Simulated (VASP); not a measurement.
# CaS3 (P4/mmm) in VASP: further runs

Aim: see how the results for CaS3 move with the level of theory and the settings. Levels: PBE, LDA. Tasks: relaxation of cell and atoms.

Program: VASP 6.6.1. These are calculated values, not measurements. Logs are shortened: lines on timing, memory, paths and dates and some standing lists are left out, and cuts for length are marked.

**1. The structure**

The structure is tetragonal, space group P4/mmm (No. 123). The conventional cell has a = 5.026 Å, b = 5.026 Å, c = 4.388 Å, α = 90.00°, β = 90.00°, γ = 90.00°. Ca (site symmetry 4/mmm) has 12 S at 3.34 to 3.55 Å as nearest neighbours. S (site symmetry 4/mmm) is surrounded by 8 S at 3.34 Å and 4 Ca at 3.55 Å. Around S (site symmetry mmm) lie 4 Ca at 3.34 Å and 8 S at 3.34 to 3.55 Å.

The cell was built by a generator and needn't be a form met in nature.

**2. Relaxation of cell and atoms, PBE**

The input, INCAR:

```
SYSTEM = CaS3
PREC = Accurate
ENCUT = 600
EDIFF = 1E-6
ISMEAR = 0
SIGMA = 0.05
LREAL = .FALSE.
LASPH = .TRUE.
NELM = 80
ALGO = Normal
ISIF = 3
LWAVE = .FALSE.
LCHARG = .FALSE.
GGA = PE
IBRION = 2
NSW = 40
EDIFFG = -0.01
```

The input, KPOINTS:

```
regular mesh
0
G
  6 6 6
  0 0 0
```

The input, POSCAR:

```
CaS3
1.0
    5.0263789000      0.0000000000      0.0000000000
    0.0000000000      5.0263789000      0.0000000000
    0.0000000000      0.0000000000      4.3878989600
Ca S
1 3
Direct
    0.0000000000      0.0000000000      0.0000000000
    0.5000000000      0.5000000000      0.0000000000
    0.0000000000      0.5000000000      0.5000000000
    0.5000000000      0.0000000000      0.5000000000
```

Potentials or basis: VASP PAW PBE potentials, release 64 (Ca_sv, S).

Run with:

```console
$ cat potpaw_PBE.64/Ca_sv/POTCAR potpaw_PBE.64/S/POTCAR > POTCAR
$ mpirun -np 1 vasp_std > vasp.out
```

OUTCAR:

```text
SYSTEM = CaS3
   PREC = Accurate
   ENCUT = 600
   EDIFF = 1E-6
   ISMEAR = 0
   LREAL = .FALSE.
   LASPH = .TRUE.
   NELM = 80
   ISIF = 3
   GGA = PE
   IBRION = 2
   NSW = 40
   EDIFFG = -0.01

 ion  position               nearest neighbor table
   1  0.000  0.000  0.000-
   2  0.500  0.500  0.000-
   3  0.000  0.500  0.500-
   4  0.500  0.000  0.500-

  LATTYP: Found a simple tetragonal cell.
 ALAT       =     5.0263789000
 C/A-ratio  =     0.8729741723

  Lattice vectors:

 A1 = (   5.0263789000,   0.0000000000,   0.0000000000)
 A2 = (   0.0000000000,   5.0263789000,   0.0000000000)
 A3 = (   0.0000000000,   0.0000000000,   4.3878989600)

Analysis of symmetry for initial positions (statically):
=====================================================================
 Subroutine PRICEL returns:
 Original cell was already a primitive cell.

 Routine SETGRP: Setting up the symmetry group for a
 simple tetragonal supercell.

 Subroutine GETGRP returns: Found 16 space group operations
 (whereof 16 operations were pure point group operations)
 out of a pool of 16 trial point group operations.

The static configuration has the point symmetry D_4h.

Analysis of symmetry for dynamics (positions and initial velocities):
=====================================================================
 Subroutine PRICEL returns:
 Original cell was already a primitive cell.

 Routine SETGRP: Setting up the symmetry group for a
 simple tetragonal supercell.

 Subroutine GETGRP returns: Found 16 space group operations
 (whereof 16 operations were pure point group operations)
 out of a pool of 16 trial point group operations.

The dynamic configuration has the point symmetry D_4h.

 Subroutine INISYM returns: Found 16 space group operations
 (whereof 16 operations are pure point group operations),
 and found     1 'primitive' translations

----------------------------------------------------------------------------------------

                                     Primitive cell

  volume of cell :     110.8580

  direct lattice vectors                    reciprocal lattice vectors
     5.026378900  0.000000000  0.000000000     0.198950382  0.000000000  0.000000000
     0.000000000  5.026378900  0.000000000     0.000000000  0.198950382  0.000000000
     0.000000000  0.000000000  4.387898960     0.000000000  0.000000000  0.227899505

  length of vectors
     5.026378900  5.026378900  4.387898960     0.198950382  0.198950382  0.227899505

  position of ions in fractional coordinates (direct lattice)
     0.000000000  0.000000000  0.000000000
     0.500000000  0.500000000  0.000000000
     0.000000000  0.500000000  0.500000000
     0.500000000  0.000000000  0.500000000

  ion indices of the primitive-cell ions
   primitive index   ion index
                 1           1
                 2           2
                 3           3
                 4           4

----------------------------------------------------------------------------------------

 KPOINTS: regular mesh

Automatic generation of k-mesh.
 Grid dimensions read from file:
 generate k-points for:    6    6    6

 Generating k-lattice:

  Cartesian coordinates                     Fractional coordinates (reciprocal lattice)
     0.033158397  0.000000000  0.000000000     0.166666667  0.000000000  0.000000000
     0.000000000  0.033158397  0.000000000     0.000000000  0.166666667  0.000000000
     0.000000000  0.000000000  0.037983251     0.000000000  0.000000000  0.166666667

  Length of vectors
     0.033158397  0.033158397  0.037983251

  Shift w.r.t. Gamma in fractional coordinates (k-lattice)
     0.000000000  0.000000000  0.000000000

 Subroutine IBZKPT returns following result:
 ===========================================

 Found     40 irreducible k-points:

 Following reciprocal coordinates:
            Coordinates               Weight
  0.000000  0.000000  0.000000      1.000000
  0.166667  0.000000  0.000000      4.000000
  0.333333  0.000000  0.000000      4.000000
  0.500000  0.000000  0.000000      2.000000
  0.166667  0.166667  0.000000      4.000000
  0.333333  0.166667  0.000000      8.000000
[... 16 lines left out ...]
  0.333333  0.000000  0.333333      8.000000
  0.500000  0.000000  0.333333      4.000000
 [... further k-points ...]
   k-points           NKPTS =     40   k-points in BZ     NKDIM =     40   number of bands    NBANDS=     18
   number of dos      NEDOS =    301   number of ions     NIONS =      4
   total plane-waves  NPLWV =  57600
   dimension x,y,z NGX =    40 NGY =   40 NGZ =   36
   dimension x,y,z NGXF=    80 NGYF=   80 NGZF=   72
   ions per type =               1   3
   NGX,Y,Z   is equivalent  to a cutoff of  13.23, 13.23, 13.64 a.u.
   NGXF,Y,Z  is equivalent  to a cutoff of  26.46, 26.46, 27.28 a.u.
 SYSTEM =  CaS3
   PREC   = accura    normal or accurate (medium, high low for compatibility)
   ISTART =      0    job   : 0-new  1-cont  2-samecut
   ICHARG =      2    charge: 1-file 2-atom 10-const
   ISPIN  =      1    spin polarized calculation?
   LNONCOLLINEAR =      F non collinear calculations
   LSORBIT =      F    spin-orbit coupling
   LASPH  =      T    aspherical Exc in radial PAW
   ENCUT  =  600.0 eV  44.10 Ry    6.64 a.u.  10.04 10.04  8.76*2*pi/ulx,y,z
   NELM   =     80;   NELMIN=  2; NELMDL= -5     # of ELM steps
   EDIFF  = 0.1E-05   stopping-criterion for ELM
   LREAL  =      F    real-space projection
   EDIFFG = -.1E-01   stopping-criterion for IOM
   NSW    =     40    number of steps for IOM
   IBRION =      2    ionic relax: 0-MD 1-quasi-New 2-CG
   NFREE  =      1    steps in history (QN), initial steepest desc. (CG)
   ISIF   =      3    stress and relaxation
   ISYM   =      2    0-nonsym 1-usesym 2-fastsym
   POTIM  = 0.5000    time-step for ionic-motion
   TEBEG  =    0.0;   TEEND  =   0.0 temperature during run
   PSTRESS=    0.0 pullay stress
   NELECT =      28.0000    total number of electrons
   NUPDOWN=      -1.0000    fix difference up-down
   EMIN   =  10.00;   EMAX   =-10.00  energy-range for DOS
   EFERMI =   0.00;   METHOD = LEGACY
   ISMEAR =     0;   SIGMA  =   0.05  broadening in eV -4-tet -1-fermi 0-gaus
   EFERMI_NEDOS =   21; number of points for ismear=-14 and -15
   IALGO  =     38    algorithm
   IMIX   =      4    mixing-type and parameters
     AMIX     =   0.40;   BMIX     =  1.00
     AMIX_MAG =   1.60;   BMIX_MAG =  1.00
  volume/ion in A,a.u.               =      27.71       187.03
  Fermi-wavevector in a.u.,A,eV,Ry     =   1.034837  1.955558 14.570302  1.070887
  Thomas-Fermi vector in A             =   2.169151
   LORBIT       =      0    0 simple, 1 ext, 2 COOP (PROOUT), +10 PAW based schemes
   GGA     = PE    functional components
   LHFCALC =     F    Hartree Fock is set to
   AEXX    =    0.0000 exact exchange contribution
   IVDW    =     0    specifies the selected vdW correction
   LEPSILON=     F    determine dielectric tensor
   LRPA    =     F    only Hartree local field effects (RPA)
 conjugate gradient relaxation of ions
 non-spin polarized calculation
 Gauss-broadening in eV      SIGMA  =   0.05
  energy-cutoff  :      600.00
  volume of cell :      110.86
 maximum number of plane-waves:      3736
   NGX = 21   NGY = 21   NGZ = 17

--------------------------------------- Ionic step        1  -------------------------------------------

 number of electron      27.9999998 magnetization

 Free energy of the ion-electron system (eV)
  ---------------------------------------------------
  ext. energy  EPLUGINS =         0.00000000
  ---------------------------------------------------
  free energy    TOTEN  =       -14.11948960 eV

  energy without entropy =      -14.11374739  energy(sigma->0) =      -14.11661850

 E-fermi :   1.8553     XC(G=0):  -8.6328

 val. band max:        1.8310278219   @ k =   0.1667   0.1667   0.5000
 cond. band min:       1.8621077916   @ k =   0.3333   0.1667   0.0000
 fundamental gap:      0.0310799697
 Fermi energy:         1.8553446793

 k-point     1 :       0.0000    0.0000    0.0000
  band No.  band energies     occupation
      1     -39.4051      2.00000
      2     -20.3441      2.00000
      3     -20.3441      2.00000
      4     -20.3248      2.00000
      5     -10.5343      2.00000
      6      -8.9597      2.00000
[... 481 lines left out ...]
      5      -9.8176      2.00000
      6      -9.3380      2.00000
[... 10 lines left out ...]
     17       6.0521      0.00000
     18       6.1027      0.00000

 [... further k-points ...]

------------------------ aborting loop because EDIFF is reached ----------------------------------------

  FORCE on cell =-STRESS in cart. coord.  units (eV):
  Direction    XX          YY          ZZ          XY          YZ          ZX
  --------------------------------------------------------------------------------------
  -------------------------------------------------------------------------------------
  Total       -6.8261365     -6.8261365     -8.0714581      0.0000000      0.0000000      0.0000000
  in kB      -98.6548598    -98.6548598   -116.6528929      0.0000000      0.0000000      0.0000000
  external PRESSURE =    -104.6542042 kB  Pullay stress =       0.0000000 kB
[... 25 lines left out ...]
--------------------------------------- Ionic step        2  -------------------------------------------

 number of electron      28.0000006 magnetization

 E-fermi :   4.2583     XC(G=0):  -9.8224

 val. band max:        4.2552504803   @ k =   0.5000   0.5000   0.0000
 cond. band min:       4.2651288340   @ k =   0.5000   0.1667   0.1667
 fundamental gap:      0.0098783537
 Fermi energy:         4.2582716350

 k-point     1 :       0.0000    0.0000    0.0000
  band No.  band energies     occupation
      1     -36.1640      2.00000
      2     -17.1700      2.00000
      3     -17.1700      2.00000
      4     -17.1231      2.00000
      5      -9.5977      2.00000
      6      -6.9137      2.00000
[... 481 lines left out ...]
      5      -8.3562      2.00000
      6      -7.5759      2.00000
[... 10 lines left out ...]
     17       9.0277      0.00000
     18       9.2057      0.00000

 [... further k-points ...]

------------------------ aborting loop because EDIFF is reached ----------------------------------------

  FORCE on cell =-STRESS in cart. coord.  units (eV):
  Direction    XX          YY          ZZ          XY          YZ          ZX
  --------------------------------------------------------------------------------------
  -------------------------------------------------------------------------------------
  Total       -2.3161231     -2.3161231     -3.8034153      0.0000000      0.0000000      0.0000000
  in kB      -44.0361338    -44.0361338    -72.3138183      0.0000000      0.0000000      0.0000000
  external PRESSURE =     -53.4620286 kB  Pullay stress =       0.0000000 kB
[... 57 lines left out ...]
  FREE ENERGIE OF THE ION-ELECTRON SYSTEM (eV)
  ---------------------------------------------------
  free  energy   TOTEN  =       -15.7557276482 eV

  energy  without entropy=      -15.7519903820  energy(sigma->0) =      -15.75385902

[... ionic steps 4 to 8 ...]

--------------------------------------- Ionic step        9  -------------------------------------------

 number of electron      28.0000004 magnetization

------------------------ aborting loop because EDIFF is reached ----------------------------------------
[... 71 lines left out ...]
--------------------------------------- Ionic step       11  -------------------------------------------

 number of electron      28.0000005 magnetization

 Free energy of the ion-electron system (eV)
  ---------------------------------------------------
  ext. energy  EPLUGINS =         0.00000000
  ---------------------------------------------------
  free energy    TOTEN  =       -15.80961032 eV

  energy without entropy =      -15.80534856  energy(sigma->0) =      -15.80747944

 E-fermi :   5.3288     XC(G=0): -10.3194

 val. band max:        5.3274658353   @ k =   0.5000   0.5000   0.3333
 cond. band min:       5.3425283120   @ k =   0.5000   0.3333   0.1667
 fundamental gap:      0.0150624767
 Fermi energy:         5.3288001011

 k-point     1 :       0.0000    0.0000    0.0000
  band No.  band energies     occupation
      1     -34.7581      2.00000
      2     -15.8053      2.00000
      3     -15.8053      2.00000
      4     -15.7124      2.00000
      5      -9.2303      2.00000
      6      -6.1873      2.00000
[... 481 lines left out ...]
      5      -7.7284      2.00000
      6      -6.6797      2.00000
[... 10 lines left out ...]
     17      10.2259      0.00000
     18      10.5134      0.00000

 [... further k-points ...]

------------------------ aborting loop because EDIFF is reached ----------------------------------------

  FORCE on cell =-STRESS in cart. coord.  units (eV):
  Direction    XX          YY          ZZ          XY          YZ          ZX
  --------------------------------------------------------------------------------------
  -------------------------------------------------------------------------------------
  Total       -0.0078729     -0.0078729      0.0086186      0.0000000      0.0000000      0.0000000
  in kB       -0.1667999     -0.1667999      0.1825994      0.0000000      0.0000000      0.0000000
  external PRESSURE =      -0.0503334 kB  Pullay stress =       0.0000000 kB
[... 19 lines left out ...]
  FREE ENERGIE OF THE ION-ELECTRON SYSTEM (eV)
  ---------------------------------------------------
  free  energy   TOTEN  =       -15.8096103180 eV

  energy  without entropy=      -15.8053485577  energy(sigma->0) =      -15.80747944

 reached required accuracy - stopping structural energy minimisation
```

Run time: 3.8 min. Hardware: 1 thread of Intel Xeon 6975P-C (Granite Rapids), shared host; peak memory 0.3 GiB.

What came out:

| Item | Value |
| --- | --- |
| Free energy | -15.8096 eV |
| Relaxed volume | 18.91 Å³/atom |
| Relaxed cell | a = 4.602 Å, b = 4.602 Å, c = 3.571 Å, α = 90.00°, β = 90.00°, γ = 90.00° |
| Space group after relaxing (to 0.05 Å) | P4/mmm (No. 123) |
| Energy gained by relaxing | 422.5 meV/atom |
| Ionic steps | 11 |
| Pressure after relaxing | 0.0 GPa |
| Band gap on the k mesh | none (metal or under the smearing width) |

The path:
| step | energy change (eV) | largest force (eV/Å) | pressure (GPa) | volume (Å³) |
| --- | --- | --- | --- | --- |
| 1 | 0.0000 | 0.0000 | -10.47 | 110.86 |
| 2 | -1.4767 | 0.0000 | -5.35 | 84.27 |
| 3 | -1.6362 | 0.0000 | -0.71 | 76.66 |
| 4 | -1.6389 | 0.0000 | 0.24 | 75.49 |
| 5 | -1.6563 | 0.0000 | 0.28 | 75.45 |
| 6 | -1.6855 | 0.0000 | 0.39 | 75.25 |
| 7 | -1.6025 | 0.0000 | 0.91 | 74.43 |
| 8 | -1.6891 | 0.0000 | 0.42 | 75.16 |
| 9 | -1.6894 | 0.0000 | 0.44 | 75.12 |
| 10 | -1.6893 | 0.0000 | -0.45 | 76.16 |
| 11 | -1.6901 | 0.0000 | -0.01 | 75.62 |

Final structure:
```
Ca S
1.0
     4.60166    0.00000    0.00000
     0.00000    4.60166    0.00000
     0.00000    0.00000    3.57125
Ca S
1 3
Cartesian
  0.0000 0.0000 0.0000
  2.3008 2.3008 0.0000
  0.0000 2.3008 1.7856
  2.3008 0.0000 1.7856
```

Caveat: the volume moved by over 15 % at a fixed basis, so the end points are rough.

(Part 1 of 2 ends here.)
